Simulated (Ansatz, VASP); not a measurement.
**One calculation of AlRu, two programs**

INCAR

```
SYSTEM = AlRu
ALGO = Normal ; EDIFF = 1E-7
ENCUT = 520 ; GGA = PE
ISIF = 2 ; ISMEAR = -1
LASPH = .TRUE. ; LCHARG = .FALSE.
LREAL = .FALSE. ; LWAVE = .FALSE.
NBANDS = 16 ; NELM = 80
PREC = Accurate ; SIGMA = 0.08
```

The input KPOINTS:

```
k-points
0
G
  13 13 13
  0 0 0
```

The input POSCAR:

```
AlRu
1.0
    0.0000000000      2.4921758264      2.4921758264
    2.4921758264      0.0000000000      2.4921758264
    2.4921758264      2.4921758264      0.0000000000
Ru Al
1 1
Direct
    0.0000000000      0.0000000000      0.0000000000
    0.5000000000      0.5000000000      0.5000000000
```

Input for Ansatz:

```yaml
crystal:
  lattice:
    - [0.0, 2.4921758264, 2.4921758264]
    - [2.4921758264, 0.0, 2.4921758264]
    - [2.4921758264, 2.4921758264, 0.0]
  atoms:
    - { symbol: Ru, position: [0.0, 0.0, 0.0] }
    - { symbol: Al, position: [0.5, 0.5, 0.5] }
kpoints:
  mp_grid: { grid: [13, 13, 13] }
scf:
  occupations: { method: fermi_dirac, width: 0.08 }
hamiltonian:
  xc: pbe
  pseudopotentials: { kind: paw }
output:
  forces: true
  stress: true
  eigenvalues: true
```

Change from the starting cell: volume scaled by 1, to set the pressure.

Alike in both runs: task single point; functional PBE; k mesh 13 × 13 × 13; occupations fermi-dirac, width 0.08 eV; no spin polarisation.

|  | VASP | Ansatz |
| --- | --- | --- |
| version | VASP 6.6.1 | Ansatz 0.2.0 |
| potentials or method | VASP PAW PBE potentials, release 64 (Ru_pv, Al) | PAW with Ansatz's default frozen-core files, scalar-relativistic |
| plane-wave cutoff (eV) | 520 | 420 |
| valence electrons in the cell | 17 | 19 |

```csv
,VASP,Ansatz,Ansatz less VASP
pressure (GPa),0.0,-0.1,-0.04
```

The two sets of potentials don't hold the same shells in valence.
